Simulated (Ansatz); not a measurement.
**BaTiO3: energy and pressure over a range of volumes**

One table from this session's results is given with a row withheld; the runs are named, their logs left out.

Computed with Ansatz 0.2.0 (DFT PBE, scalar-relativistic, unless a step's input says otherwise).

**Starting point**

It takes space group Amm2 (No. 38, orthorhombic). Conventional cell: a = 3.984 Å, b = 5.674 Å, c = 5.692 Å, α = 90.00°, β = 90.00°, γ = 90.00°. Around Ba (site symmetry mm2) lie 12 O at 2.80 to 2.89 Å. Ti (site symmetry mm2) has 6 O at 1.95 to 2.07 Å as nearest neighbours. O (site symmetry mm2) is surrounded by 2 Ti at 1.99 Å and 4 Ba at 2.80 to 2.89 Å. O (site symmetry m) has 2 Ti at 1.95 to 2.07 Å and 4 Ba at 2.82 to 2.84 Å as nearest neighbours.

As a file:

```
CELL_PARAMETERS angstrom
3.98410 0.00000 0.00000
0.00000 2.83705 2.84580
0.00000 -2.83705 2.84580
ATOMIC_POSITIONS crystal
Ba 0.00000 0.00000 0.00000
Ti 0.50000 0.50790 0.50790
O 0.00000 0.49210 0.49210
O 0.50000 0.50251 0.99371
O 0.50000 0.99371 0.50251
```

Atoms are numbered in the order of the input: Ba1, Ti2, O3, O4, O5.

Set-up of the first run:

File input.yaml:

```yaml
crystal:
  lattice:
    - [3.9027690157, 0.0, 0.0]
    - [0.0, 2.7791347697, 2.7877061482]
    - [0.0, -2.7791347697, 2.7877061482]
  atoms:
    - { symbol: Ba, position: [0.0, 0.0, 0.0] }
    - { symbol: Ti, position: [0.5, 0.5079, 0.5079] }
    - { symbol: O, position: [0.0, 0.4921, 0.4921] }
    - { symbol: O, position: [0.5, 0.50251, 0.99371] }
    - { symbol: O, position: [0.5, 0.99371, 0.50251] }
kpoints:
  mp_grid: { grid: [8, 8, 8] }
  band_path:
    path:
      - [0.0, 0.0, 0.0]
      - [0.0, 0.5, 0.5]
      - [0.0, 0.5015349898, 0.4984650102]
      - [0.0, 0.4984650102, -0.4984650102]
      - [0.0, 0.0, 0.0]
      - [0.5, 0.0, 0.0]
      - [0.5, 0.4984650102, -0.4984650102]
      - [0.5, 0.5015349898, 0.4984650102]
      - [0.5, 0.5, 0.5]
    npoints: 5
scf:
  occupations: { method: fermi_dirac, width: 0.05 }
hamiltonian:
  xc: pbe
  pseudopotentials: { kind: all_electron, lapw: { basis_error: 0.001 } }
output:
  forces: true
  stress: true
  eigenvalues: true
```

Command:

```bash
$ ansatz run input.yaml --threads 2 --pin off --max-ram 6144MiB --backend cpu --events-out ev --progress --plain --runs-dir out
```

Among the steps run: Volume × 0.94, LAPW; Volume × 0.94, PAW; Volume × 0.94, crystal datasets; Volume × 0.98, LAPW; Volume × 0.98, PAW; Volume × 0.98, crystal datasets; Volume × 1.01, LAPW; Volume × 1.01, PAW; Volume × 1.01, crystal datasets; Volume × 1.04, LAPW; Volume × 1.04, PAW; Volume × 1.04, crystal datasets.

One of the session's tables, all rows but one given; the rest of the session is left out.

It belongs to the step «Fits». 

```
          method  volume (Å³/atom)  pressure (GPa)  gap on the k mesh (eV)  largest force (eV/Å)
            LAPW            12.095           14.03                    1.98                 0.162
            LAPW            12.609            5.53                    1.89                 0.156
            LAPW            12.995            0.27                    1.83                 0.235
            LAPW            13.381           -4.20                    1.76                 0.328
             PAW            12.095           14.04                    1.99                 0.162
             PAW            12.609            5.53                    1.90                 0.156
             PAW            12.995               ?                       ?                     ?
             PAW            13.381           -4.22                    1.77                 0.329
crystal datasets            12.095           14.03                       –                 0.162
crystal datasets            12.609            5.53                    1.89                 0.156
crystal datasets            12.995            0.27                    1.83                 0.234
crystal datasets            13.381           -4.20                    1.76                 0.328
```

Estimate the missing values for PAW, 12.995.

The run gave: pressure (GPa): 0.26; gap on the k mesh (eV): 1.83; largest force (eV/Å): 0.235. In the column «pressure (GPa)» it lies between crystal datasets, 13.381 (-4.20) and LAPW, 12.995 (0.27).

To keep in mind: Shape and positions are held, so a fully relaxed modulus can be lower. Warnings in the runs' records: gradients without spin orbit, crystal datasets made, printed levels off.
